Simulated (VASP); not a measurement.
## A VASP 6.6.1 single-point calculation on MgS

INCAR

```
EDIFF = 1E-7
LREAL = .FALSE.
NELM = 69
NBANDS = 11
IBRION = -1
LASPH = .TRUE.
ENCUT = 520
ALGO = Normal
PREC = Accurate
NSW = 0
ISMEAR = 0
SIGMA = 0.01
LCHARG = .FALSE.
ISIF = 2
LWAVE = .FALSE.
METAGGA = R2SCAN
```

KPOINTS

```
KPOINTS created by Atomic Simulation Environment
0
Gamma
1 1 1
0 0 0
```

POSCAR

```
Mg S
 1.0000000000000000
     0.0000000000000000    2.7315938338999999    2.7315938338999999
     2.7315938338999999    0.0000000000000000    2.7315938338999999
     2.7315938338999999    2.7315938338999999    0.0000000000000000
 Mg  S
   1   1
Cartesian
  0.0000000000000000  0.0000000000000000  0.0000000000000000
  2.7315938338999994  2.7315938338999994  2.7315938338999994
```

The recommended PBE PAW datasets give the neutral cell 8 valence electrons.

Command

```
mpirun -np 1 vasp_std
```

OSZICAR

```
N       E                     dE             d eps       ncg     rms          rms(c)
DAV:   1     0.212353675852E+02    0.21235E+02   -0.42021E+03    22   0.589E+02
DAV:   2    -0.707498354501E+01   -0.28310E+02   -0.26385E+02    22   0.111E+02
DAV:   3    -0.893993822595E+01   -0.18650E+01   -0.18624E+01    36   0.242E+01
DAV:   4    -0.894331592507E+01   -0.33777E-02   -0.33774E-02    28   0.101E+00
DAV:   5    -0.894333175393E+01   -0.15829E-04   -0.15827E-04    22   0.912E-02    0.689E+00
DAV:   6    -0.582190348546E+01    0.31214E+01   -0.55118E+00    22   0.102E+01    0.764E+00
DAV:   7    -0.563941780480E+01    0.18249E+00   -0.14800E+00    22   0.467E+00    0.597E+00
DAV:   8    -0.572066393498E+01   -0.81246E-01   -0.80680E-02    22   0.175E+00    0.182E+00
DAV:   9    -0.571883207890E+01    0.18319E-02   -0.18238E-02    28   0.101E+00    0.139E+00
DAV:  10    -0.572603121573E+01   -0.71991E-02   -0.64665E-03    22   0.559E-01    0.147E-01
DAV:  11    -0.572605790011E+01   -0.26684E-04   -0.13506E-04    22   0.820E-02    0.120E-01
DAV:  12    -0.572606121682E+01   -0.33167E-05   -0.47486E-06    22   0.144E-02    0.667E-02
DAV:  13    -0.572606275508E+01   -0.15383E-05   -0.80461E-06    22   0.188E-02    0.100E-02
DAV:  14    -0.572606277899E+01   -0.23909E-07   -0.14296E-07    28   0.218E-03
   1 F= -.57260628E+01 E0= -.57260628E+01  d E =-.721296E-66
```

It converged. Results: gap between bands v and c on the k mesh 2.93 eV; least direct gap on the k mesh 2.93 eV; pressure 29.3 GPa. Band v is the last that the valence electrons fill when counted band by band, and c is the next.

Question: What is wrong with this input?

Answer: One k point for a small cell. On sound settings r²SCAN gives a gap of 3.10 eV on its mesh and a pressure of -9.0 GPa for the intended cell. This run's energy (σ→0) differs from it by 4801 meV an atom.
